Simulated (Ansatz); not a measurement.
The system is Cl.

```
CELL_PARAMETERS angstrom
3.14500 -2.25000 0.00000
3.14500 2.25000 0.00000
0.00000 0.00000 8.21000
ATOMIC_POSITIONS crystal
Cl 0.37000 0.63000 0.40000
Cl 0.13000 0.87000 0.90000
Cl 0.63000 0.37000 0.60000
Cl 0.87000 0.13000 0.10000
```

- Program: Ansatz 0.2.0
- Task: relaxation of cell and atoms
- Functional: PBE
- Potentials or basis: Ansatz PAW
- Cutoff: 420 eV (not typed: the program's choice for these potentials)
- k mesh: 7 × 7 × 4
- Occupations: fermi-dirac, width 0.05 eV
- Spin: no spin polarisation

At the start: volume 29.05 Å³/atom.

Task: Where does the relaxation end?

Result: It ends after 14 steps and the volume is 35.43 Å³/atom (+22.0 %); space group Cmce (No. 64, to 0.05 Å).

Step by step:
```tsv
step	energy change (eV)	largest force (eV/Å)	volume (Å³)
1	0.0000	0.0976	116.19
2	-0.0421	0.0322	122.62
3	-0.0628	0.0300	129.93
4	-0.0729	0.1437	132.13
5	-0.0764	0.0132	134.98
6	-0.0783	0.0127	134.75
7	-0.0784	0.0074	134.36
8	-0.0784	0.0006	133.82
9	-0.0840	0.0011	133.82
10	-0.0867	0.0047	136.85
11	-0.0877	0.0314	140.84
12	-0.0879	0.0069	141.98
13	-0.0880	0.0027	141.72
14	-0.0884	0.0026	141.72
```

Final structure:
```
Cl
1.0
     3.95599   -2.14751    0.00000
     3.95599    2.14751    0.00000
     0.00000    0.00000    8.34085
Cl
4
Direct
  0.38660 0.61340 0.39353
  0.11340 0.88660 0.89353
  0.61340 0.38660 0.60647
  0.88660 0.11340 0.10647
```

Caveat: the volume moved by over 15 % at a fixed basis, so the end points are rough; the plane-wave basis is chosen anew once the cell has moved, so the energies of steps on either side of that aren't comparable.
